**How much of a cleavage curve is fixed by its two ends?**

I have a calculation in which a molybdenum crystal is opened across one {110} plane, the two sides being moved apart as rigid blocks. I can see the first ångström of the opening and the far end, but the results at 1.5, 2 and 3 Å are hidden from me. Can the energy and the traction there be worked out from the rest, and how closely? I would also like to know whether the peak traction tells me at what stress a molybdenum part breaks.

Rigid opening of bcc Mo (a = 3.142 Å, not relaxed with PBE) across one {110} plane, four atomic layers per cut, atoms not relaxed. Ansatz 0.2.0, PBE, plane-wave PAW, scalar-relativistic, no spin polarisation, 420 eV cutoff, 18×18×6 k mesh, Gaussian smearing of 0.15 eV. Energies are free energies per area of cut, relative to zero opening; positive traction resists opening.

```csv
opening (Å),separation energy (mJ/m²),traction (GPa (slope of the separation energy))
-0.3,1122,-78.72
-0.15,285,-35.31
0,0,-4.60
0.25,299,24.50
0.5,1070,34.91
0.75,1965,35.60
1,2812,31.70
1.5,?,?
2,?,?
3,?,?
4.5,5675,0.19
6,5686,0.02
```

**Answer**

Start with the two limits. When the gap is barely open, the crystal acts as a spring: the energy grows as the square of the displacement and the traction in proportion to it. When the gap is wide, the blocks no longer feel each other, so the energy is constant and the traction is zero. The traction must therefore rise, pass through a peak and die away. In the table the peak lies between 0.5 and 0.75 Å, and by 1 Å about half of the final energy has been spent.

The way in which the traction dies away follows from what holds the blocks together. Outside a metal surface the electron density fades roughly exponentially, because the electrons are bound to the metal. Bonding across the gap needs the tails from both sides to overlap, so it should fade in a similar way. This is an argument from theory; the table contains energies and their slopes, not electron densities.

A simple curve that joins the two limits is the universal binding-energy relation. Let $x$ be the displacement from the energy minimum divided by a length $\ell$, and $E_\infty$ the energy of full separation. The energy above the minimum is then

$$E_\infty\left[1-(1+x)e^{-x}\right].$$

Its slope is proportional to $x\,e^{-x}$: stretch multiplied by the bonding that is left. At first the growing stretch wins, later the fading bond, and the peak comes at $x=1$.

This relation makes one length do two jobs. The stiffness near the minimum is $E_\infty/\ell^2$, and the same $\ell$ sets how fast the attraction fades. For two planes that cost the same energy to separate, the softer one would have the larger $\ell$ and so a later, lower peak. But stiffness reflects how the layers resist a small displacement, while the far tail depends on weak overlap, and a real metal need not give both the same length.

I therefore allow one more term. With $d$ for the opening and $E$ for the separation energy,

$$E(d)=E_\infty-(A+Bd+Cd^2)\,e^{-d/s}.$$

The second part is the energy still to be paid. The plain relation is the case $C=0$. The minimum need not lie at $d=0$, and it doesn't: the negative traction there shows the layers pushing apart slightly, because the starting cell was not relaxed with this functional. I fitted all five constants to the nine known energies, including the two compressed rows. The far rows pin $E_\infty$, but $B$, $C$ and $s$ compensate one another, so these three should not be read as material properties.

Here is the estimate for 2 Å, a row outside the fit. The fitted bracket is $5687+12105\times2+4580\times4=48217$ mJ/m². The exponential, with $s=0.4875$ Å, is 0.0165. About 797 mJ/m² is thus still to be paid out of 5689, which leaves roughly 4890 mJ/m² already spent.

The traction is the slope of the same curve, and 100 mJ/m² per Å equals 1 GPa. The half-widths below are my judgement, guided by the distance between the plain and the extended curve; they are not statistical errors.

| Opening | Energy forecast (mJ/m²) | Traction forecast (GPa) |
|---|---|---|
| 1.5 Å | 4110 ± 60 | 20.4 ± 1.0 |
| 2 Å | 4890 ± 80 | 11.3 ± 1.0 |
| 3 Å | 5510 ± 50 | 2.8 ± 0.6 |

So I expect the energy to rise ever more slowly and the traction to keep falling, with no second peak.

The known ends limit the shape even without a fit. The energy gained between 1 and 4.5 Å requires a mean traction of only 8.2 GPa over that stretch. A straight fall between the two known tractions would give about 16 GPa, nearly twice as much. If the traction falls smoothly, most of its drop must therefore come early, with a weak tail after it.

One weakness is already visible. At 4.5 Å the extended curve gives a traction of 0.26 GPa, where the calculation has 0.19 GPa. The curve lets go a little too slowly, which means that it leaves too much energy to be paid late. If the energy forecast at 3 Å is off, it is more likely to be too low than too high.

The withheld rows as computed:

```csv
opening (Å),separation energy (mJ/m²),traction (GPa (slope of the separation energy))
1.5,4116,20.40
2,4896,11.42
3,5525,2.79
```

All six values fall inside their ranges. Before rounding, the extended curve's energies are too low by about 2, 4 and 13 mJ/m², and its tractions agree to about 0.1 GPa or better. My ranges were wider than this case needed.

The largest energy miss is at 3 Å and has the expected sign. The traction there is almost exactly right, but the energy is the sum of all the traction up to that point, and on the way the curve pulls a little too weakly: at 2 Å its traction is 0.1 GPa too low. Beyond 3 Å it holds on to its traction too long and so collects late the energy that the calculation has already gathered. A polynomial multiplied by a single exponential is a convenient form for the fading bond, not an exact law. The real far tail is another matter: PBE lacks long-range dispersion, with which the pull would be expected to fade more slowly at wide gaps.

The plain relation, fitted to the same nine energies, comes out one to two per cent too low at all three openings. That is good for so simple a picture, but clearly worse than the extended curve. The comparison shows that the plain relation has too little freedom for this cleavage curve. It doesn't prove that electron overlap is the reason, since another smooth form with an extra constant might do as well.

As for your part, the peak traction of about 36 GPa is no guide to its strength. It belongs to a flawless crystal whose two halves separate everywhere at once, whereas real metal yields by dislocations or breaks from cracks that concentrate the stress. The plateau is of more use. It is the cost of two new surfaces, about 2.8 J/m² each, and a crack along this plane must pay roughly that much even if the metal stays brittle; plastic flow usually adds far more. Letting the surface atoms relax would lower the figure, while PBE tends to put the surface energies of metals somewhat low. The effect of the block's thickness, four atomic layers here, was not tested.

The printed analysis below gives both fits and their misses.

The analysis program printed:

```
fit of separation_energy on 9 rows: constant 5698 +/- 18, coefficient of exp(-opening/s) -5711 +/- 24, coefficient of opening*exp(-opening/s) -9841 +/- 61, s 0.5975; rms 19.7, worst 1.0 -30.6, leave-one-out rms 55
  rows outside the fit (model, value, miss): 1.5 4035, 4116, -80.7; 2.0 4805, 4896, -91; 3.0 5466, 5525, -59.2
fit of separation_energy on 9 rows: constant 5689 +/- 1.4, coefficient of exp(-opening/s) -5687 +/- 1.9, coefficient of opening*exp(-opening/s) -12105 +/- 5.2, coefficient of opening**2*exp(-opening/s) -4580 +/- 11, s 0.4875; rms 1.32, worst -0.15 -2.34, leave-one-out rms 5.69
  rows outside the fit (model, value, miss): 1.5 4114, 4116, -1.76; 2.0 4892, 4896, -4.48; 3.0 5512, 5525, -13.3
energy per surface at 6 Å opening (J/m²): 2.843
share of the 6 Å energy spent by 1 Å (%): 49.45
energy rise from 4.5 to 6 Å (mJ/m²): 11
mean traction from 1 to 4.5 Å required by the energies (GPa): 8.18
mean traction from 1 to 4.5 Å if it fell on a straight line (GPa): 15.95
rms traction miss of the plain curve in known rows (GPa): 2.683
rms traction miss of the extended curve in known rows (GPa): 0.279
traction at 4.5 Å from the plain curve (GPa): 0.3957
traction at 4.5 Å from the extended curve (GPa): 0.2551
half-width of the energy forecast at 1.5 and 2 and 3 Å (mJ/m²): 60, 80, 50
traction forecast at 1.5 and 2 and 3 Å from the extended curve (GPa): 20.38, 11.32, 2.787
half-width of the traction forecast (GPa): 1, 1, 0.6
traction at the same openings from the plain curve (GPa): 19.84, 11.49, 3.242
computed traction at the same openings (GPa): 20.4, 11.42, 2.79
traction forecast less computed value (GPa): -0.02128, -0.09991, -0.003174
```
